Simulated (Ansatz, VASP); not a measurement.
**Ag in VASP and in Ansatz**

```xyz
1
Lattice="-1.6518 1.6518 1.6518 1.6518 -1.6518 1.6518 1.6518 1.6518 -1.6518" Properties=species:S:1:pos:R:3 pbc="T T T"
Ag    0.0000    0.0000    0.0000
```

Alike in both runs: functional PBE; k mesh 16 × 16 × 16; occupations fermi-dirac, width 0.05 eV; no spin polarisation.

Ansatz relaxed the structure, and its values are those at the end. VASP's run is a single point on that final structure, the one shown.

|  | VASP | Ansatz |
| --- | --- | --- |
| version | VASP 6.6.1 | Ansatz 0.2.0 |
| potentials or method | VASP PAW PBE potentials, release 64 (Ag) | PAW with Ansatz's default frozen-core files, scalar-relativistic |
| plane-wave cutoff (eV) | 520 | 420 |
| valence electrons in the cell | 11 | 19 |

```csv
,VASP,Ansatz,Ansatz less VASP
pressure (GPa),-0.1,0.0,+0.11
```

The two sets of potentials don't hold the same shells in valence.
